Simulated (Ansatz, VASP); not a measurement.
## Nb in VASP and in Ansatz

```
Nb
1.0
     0.00000    2.14705    2.14705
     2.14705    0.00000    2.14705
     2.14705    2.14705    0.00000
Nb
1
Direct
  0.00000 0.00000 0.00000
```

Alike in both runs: task single point; functional revPBE; k mesh 14 × 14 × 14; occupations fermi-dirac, width 0.1 eV; no spin polarisation.

|  | VASP | Ansatz |
| --- | --- | --- |
| version | VASP 6.6.1 | Ansatz 0.2.0 |
| potentials or method | VASP PAW PBE potentials, release 64 (Nb_sv) | plane waves (420 eV) with PAW, scalar-relativistic |
| plane-wave cutoff (eV) | 520 | 420 |
| valence electrons in the cell | 13 | 13 |

```csv
,VASP,Ansatz,Ansatz less VASP
pressure (GPa),-6.2,-5.9,+0.29
```

The functional is the same, so the differences come from potentials, cutoffs and numerics.

Caveats: the PAW data sets were made with another functional, which shifts forces and pressure a little (VASP).
